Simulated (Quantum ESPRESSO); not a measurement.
O under changes of volume

One of the cells (11.066 Å³/atom); the others are scaled copies at fixed shape and fractional positions:

```
CELL_PARAMETERS angstrom
0.00000 1.88989 3.89884
1.50177 0.00000 3.89884
1.50177 1.88989 0.00000
ATOMIC_POSITIONS crystal
O 0.57890 0.57890 0.42110
O 0.42110 0.42110 0.57890
```

- Program: Quantum ESPRESSO 7.5
- Functional: PBE
- Potentials or basis: SSSP 1.3 efficiency PBE
- Cutoff: 748 eV
- Density cutoff: 5987 eV
- k mesh: 12 × 12 × 12
- Occupations: fermi-dirac, width 0.05 eV
- Spin: no spin polarisation

| volume (Å³/atom) | energy over the lowest point (meV/atom) | pressure (GPa) | largest force (eV/Å) |
| --- | --- | --- | --- |
| 10.402 | 9.97 | 6.1 | 0.780 |
| 10.623 | ? | ? | ? |
| 10.844 | 0.00 | 0.7 | 0.403 |
| 11.066 | 0.18 | -1.5 | 0.933 |
| 11.287 | 3.35 | -3.6 | 1.427 |
| 11.508 | 9.19 | -5.4 | 1.888 |
| 11.730 | 17.47 | -7.0 | 2.316 |

**Question.** What does the run at 10.623 Å³/atom give?

**Answer.** Energy over the lowest point 3.14 meV/atom; pressure 3.3 GPa; largest force 0.167 eV/Å.

Worked out: A Birch-Murnaghan fit of order 3 (a polynomial in V^(-2/3)) to the other rows has its minimum at 10.94 Å³/atom with B0 = V·E''(V) = 113 GPa and B' = 4.3 at fixed shape and positions, which overstates the stiffness. It gives 3.14 meV/atom at 10.623 Å³/atom, against the run's 3.14, and -dE/dV = 3.6 GPa, against 3.3.

Energies are extrapolated to zero smearing.

Caveats: spin is off for a triplet molecule; forces of over 1 eV/Å show positions far from the minimum, so gaps and moduli don't describe the material at rest (some runs).
